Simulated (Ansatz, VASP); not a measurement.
**One calculation of B, two programs**

File INCAR:

```
SYSTEM = B
PREC = Accurate
ENCUT = 520
EDIFF = 1E-6
ISMEAR = -1
SIGMA = 0.1
LREAL = .False.
LASPH = .True.
NELM = 60
ALGO = Normal
ISIF = 2
LWAVE = .False.
LCHARG = .False.
GGA = RE
NBANDS = 8
```

File KPOINTS:

```
regular mesh
0
Gamma
  18 18 18
  0 0 0
```

Contents of POSCAR:

```
B
1.0
    1.8663151547      0.0000000000      0.0000000000
    0.0000000000      1.8663151547      0.0000000000
    0.0000000000      0.0000000000      1.8663151547
B
1
Direct
    0.0000000000      0.0000000000      0.0000000000
```

Input for Ansatz:

```yaml
crystal:
  lattice:
    - [1.8663151547, 0.0, 0.0]
    - [0.0, 1.8663151547, 0.0]
    - [0.0, 0.0, 1.8663151547]
  atoms:
    - { symbol: B, position: [0.0, 0.0, 0.0] }
hamiltonian:
  xc: revpbe
  pseudopotentials:
    kind: paw
    azcp:
      B: "pseudopotentials/B.paw.azcp"
basis:
  ecutwfc: 420
  fft_grid_basis: typed
kpoints:
  mp_grid: { grid: [18, 18, 18], shift: [0, 0, 0] }
magnetization:
  spin_polarized: false
scf:
  occupations: { method: fermi_dirac, width: 0.1 }
  lower_state_search: "off"
output:
  stress: true
```

Alike in both runs: task single point; functional revPBE; k mesh 18 × 18 × 18; occupations fermi-dirac, width 0.1 eV; no spin polarisation.

|  | VASP | Ansatz |
| --- | --- | --- |
| version | VASP 6.6.1 | Ansatz 0.2.0 |
| potentials or method | VASP PAW PBE potentials, release 64 (B) | plane waves (420 eV) with PAW, scalar-relativistic |
| plane-wave cutoff (eV) | 520 | 420 |
| valence electrons in the cell | 3 | 3 |

|  | VASP | Ansatz | Ansatz less VASP |
| --- | --- | --- | --- |
| pressure (GPa) | 10.7 | 10.8 | +0.07 |

Caveats: the PAW data sets were made with another functional, which shifts forces and pressure a little (VASP).
